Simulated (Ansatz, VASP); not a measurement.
## One calculation of InAs, two programs

File INCAR:

```
ALGO     = Normal         # electronic algorithm
EDIFF    = 1E-6           # SCF threshold, eV
ENCUT    = 520            # plane-wave cutoff, eV
GGA      = PS             # functional
ISIF     = 2              # what is computed and relaxed
ISMEAR   = 0              # smearing method
LASPH    = T              # aspherical terms in the spheres
LCHARG   = F              # write CHGCAR
LREAL    = F              # projectors in reciprocal space
LWAVE    = F              # write WAVECAR
NBANDS   = 16             # bands
NELM     = 100            # most SCF steps
PREC     = Accurate       # precision mode
SIGMA    = 0.1            # smearing width, eV
```

Contents of KPOINTS:

```
k-points
0
Gamma
  12 12 12
```

File POSCAR:

```
InAs
1.0
    0.0000000000      2.9777630400      2.9777630400
    2.9777630400      0.0000000000      2.9777630400
    2.9777630400      2.9777630400      0.0000000000
In As
1 1
Direct
    0.0000000000      0.0000000000      0.0000000000
    0.7500000000      0.7500000000      0.7500000000
```

Input for Ansatz:

```yaml
crystal:
  lattice:
    - [0.0, 2.97776304, 2.97776304]
    - [2.97776304, 0.0, 2.97776304]
    - [2.97776304, 2.97776304, 0.0]
  atoms:
    - { symbol: In, position: [0.0, 0.0, 0.0] }
    - { symbol: As, position: [0.75, 0.75, 0.75] }
basis:
  ecutwfc: 420
kpoints:
  mp_grid: { grid: [12, 12, 12] }
hamiltonian:
  xc: pbesol
scf:
  occupations: { method: gaussian, width: 0.1 }
output:
  forces: true
  stress: true
  eigenvalues: true
  populations: true
```

Alike in both runs: task single point; functional PBEsol; k mesh 12 × 12 × 12; occupations gaussian, width 0.1 eV; no spin polarisation.

```csv
,VASP,Ansatz
version,VASP 6.6.1,Ansatz 0.2.0
potentials or method,"VASP PAW PBE potentials, release 64 (In_d, As)","scalar-relativistic, plane waves, PAW"
plane-wave cutoff (eV),520,420
valence electrons in the cell,18,28
```

|  | VASP | Ansatz | Ansatz less VASP |
| --- | --- | --- | --- |
| gap on the k mesh at the Fermi level (eV) | none | none | - |
| pressure (GPa) | 4.4 | 4.3 | -0.11 |

A gap of «none» marks a metal or a gap that the smearing closes. With one functional, cell and mesh, what is left measures potentials, basis and numerics. The two sets of potentials don't hold the same shells in valence.

Caveats: the PAW data sets were made with another functional, which shifts forces and pressure a little (VASP).
